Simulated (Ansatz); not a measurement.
System: MgO (rock salt type), 2 atoms in the cell.

```
CELL_PARAMETERS angstrom
0.00000 2.12500 2.12500
2.12500 0.00000 2.12500
2.12500 2.12500 0.00000
ATOMIC_POSITIONS crystal
Mg 0.00000 0.00000 0.00000
O 0.50000 0.50000 0.50000
```

The calculation used HSE06, plane waves, all-electron PAW datasets generated for the crystal, point nucleus (Ansatz 0.2.0 development build).

Cutoff 380 eV; exchange singularity: regularized; k-mesh 6×6×6 Γ-centred; Fermi–Dirac smearing of 0.02 eV; no spin polarisation.

(1) How large is the gap on this mesh, is it direct, and where do the band edges lie (fractions of the reciprocal vectors of this cell)?

(2) List the levels near the gap at (0.000, 0.000, 0.000), (0.000, 0.000, 0.167), (0.000, 0.167, 0.167), (0.000, 0.167, -0.167), (0.000, 0.333, -0.500), in eV from the top of the valence band (v1 is the highest filled band, c1 the lowest empty one).

Answers

(1) 6.19 eV, direct at (0.000, 0.000, 0.000).

(2) 
| k | v4 | v3 | v2 | v1 | c1 |
| --- | --- | --- | --- | --- | --- |
| (0.000, 0.000, 0.000) | -18.67 | 0.00 | 0.00 | 0.00 | 6.19 |
| (0.000, 0.000, 0.167) | -18.38 | -1.53 | -0.18 | -0.18 | 7.66 |
| (0.000, 0.167, 0.167) | -18.29 | -1.61 | -0.41 | -0.41 | 8.16 |
| (0.000, 0.167, -0.167) | -17.98 | -2.70 | -0.97 | -0.33 | 9.28 |
| (0.000, 0.333, -0.500) | -17.21 | -3.92 | -1.97 | -1.25 | 11.47 |
